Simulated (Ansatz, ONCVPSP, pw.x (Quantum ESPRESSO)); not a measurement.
pw.x on diamond Si: one setting changed

Potential: optimised norm-conserving Vanderbilt (ONCV), ONCVPSP 4.0.1.1 (patched build), PBEsol; core [Ne], reference 3s2 3p2; waves: 3s: rc 1.55 bohr, ncon 4, nbas 8, qcut 5 1/bohr, 1 projector; 3p: rc 2.15 bohr, ncon 5, nbas 10, qcut 3.5 1/bohr, 3 projectors, debl 3.3 Ha; d scattering state at 0.14 Ha: rc 1.90 bohr, ncon 5, nbas 9, qcut 4.2 1/bohr, 2 projectors, debl 4 Ha; local part: polynomial inside 1.10 bohr (lpopt 5, dvloc0 6 Ha); core correction: none.

The reference run (k-mesh 9³, cutoffs 35/140 Ry, Fermi–Dirac 0.01 Ry, mixing_beta 0.4, conv_thr 1e-9, no spin) gives -0.01 GPa at 20.005 Å³/atom, where all-electron LAPW gives 0.14 GPa. This run, with its own iteration cap, changes k-mesh points per axis to 6.

```
&control
  calculation='scf', prefix='x', pseudo_dir='./', outdir='./tmp', tstress=.true., disk_io='none'
/
&system
  ibrav=0, nat=2, ntyp=1, ecutwfc=35, ecutrho=140, nbnd=11,
  occupations='smearing', smearing='fd', degauss=0.01
/
&electrons
  conv_thr=1e-09, mixing_beta=0.4, electron_maxstep=60
/
ATOMIC_SPECIES
Si 1.0 Si.UPF
CELL_PARAMETERS angstrom
  0.00000000 2.71464380 2.71464380
  2.71464380 0.00000000 2.71464380
  2.71464380 2.71464380 0.00000000
ATOMIC_POSITIONS crystal
Si 0.0000 0.0000 0.0000
Si 0.2500 0.2500 0.2500
K_POINTS automatic
6 6 6 0 0 0
```

```bash
pw.x < Si.scf.in > Si.scf.out
```

Problem. How does the run end?

Solution. It converges in 7 iterations; the free energy moves by +11.7 meV/atom and the pressure by +0.06 GPa.

```
Message from routine setup:
     using ibrav=0 with symmetry is DISCOURAGED, use correct ibrav instead
     lattice parameter (alat)  =       7.2548  a.u.
     unit-cell volume          =     270.0009 (a.u.)^3
     number of electrons       =         8.00
     number of Kohn-Sham states=           11
     kinetic-energy cutoff     =      35.0000  Ry
     charge density cutoff     =     140.0000  Ry
     scf convergence threshold =      1.0E-09
     Exchange-correlation= PBESOL
     number of k points=    16  Fermi-Dirac smearing, width (Ry)=  0.0100
     iteration #  1     ecut=    35.00 Ry     beta= 0.40
     total energy              =     -15.78118997 Ry
     estimated scf accuracy    <       0.05702851 Ry
     iteration #  2     ecut=    35.00 Ry     beta= 0.40
     total energy              =     -15.77806739 Ry
     estimated scf accuracy    <       0.01490829 Ry
     iteration #  3     ecut=    35.00 Ry     beta= 0.40
     total energy              =     -15.77894178 Ry
     estimated scf accuracy    <       0.00025793 Ry
     iteration #  4     ecut=    35.00 Ry     beta= 0.40
     total energy              =     -15.77895978 Ry
     estimated scf accuracy    <       0.00000070 Ry
     iteration #  5     ecut=    35.00 Ry     beta= 0.40
     total energy              =     -15.77896040 Ry
     estimated scf accuracy    <       0.00000007 Ry
     iteration #  6     ecut=    35.00 Ry     beta= 0.40
     total energy              =     -15.77896041 Ry
     estimated scf accuracy    <          5.5E-09 Ry
     iteration #  7     ecut=    35.00 Ry     beta= 0.40
     the Fermi energy is     6.3974 ev
!    total energy              =     -15.77896041 Ry
     estimated scf accuracy    <          1.6E-10 Ry
     smearing contrib. (-TS)   =      -0.00050149 Ry
     The total energy is F=E-TS. E is the sum of the following terms:
     one-electron contribution =       4.72295538 Ry
     hartree contribution      =       1.07907514 Ry
     xc contribution           =      -4.77934143 Ry
     ewald contribution        =     -16.80114802 Ry
     convergence has been achieved in   7 iterations
          total   stress  (Ry/bohr**3)                   (kbar)     P=        0.47
     Message from routine punch:
     Nothing written, as per user request (disk_io='none')
```

The run took about 2.3 s on one core of a shared host (Neoverse-V2, 96 threads, 742 GiB, load 86).
